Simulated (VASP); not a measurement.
Here is a VASP 6.6.1 calculation.

INCAR

```
SYSTEM = CoO
  ALGO = Normal
  EDIFF = 1E-6
  ENCUT = 520
  GGA = PE
  ISIF = 2
  ISMEAR = 0
  ISPIN = 2
  LASPH = .True.
  LCHARG = .True.
  LELF = .True.
  LMAXMIX = 4
  LORBIT = 11
  LREAL = .False.
  LWAVE = .False.
  MAGMOM = 2 0
  NELM = 150
  PREC = Accurate
  SIGMA = 0.02
```

Contents of KPOINTS:

```
k-points
0
Gamma
  11 11 11
  0 0 0
```

POSCAR

```
CoO
1.0
    0.0000000000      2.1315000000      2.1315000000
    2.1315000000      0.0000000000      2.1315000000
    2.1315000000      2.1315000000      0.0000000000
Co O
1 1
Direct
    0.0000000000      0.0000000000      0.0000000000
    0.5000000000      0.5000000000      0.5000000000
```

Potentials or basis: VASP PAW PBE potentials, release 64 (Co, O).

Command:

```console
$ cat potpaw_PBE.64/Co/POTCAR potpaw_PBE.64/O/POTCAR > POTCAR
$ mpirun -np 1 vasp_std > vasp.out
```

Predict the band gap on the k mesh.

none (metal or under the smearing width).

Estimate the site moments.

Co +2.57; O +0.30 μB.

What does it give for the pressure?

-2.7 GPa.

Caveat: a cell with one magnetic atom can't hold antiferromagnetic order, which such compounds often take; semilocal functionals often make such compounds metallic where correlation or magnetic order opens a gap, which also shifts bond lengths. With open d or f shells a metallic result of PBE can be an artefact of self-interaction; +U or a hybrid may open a gap.
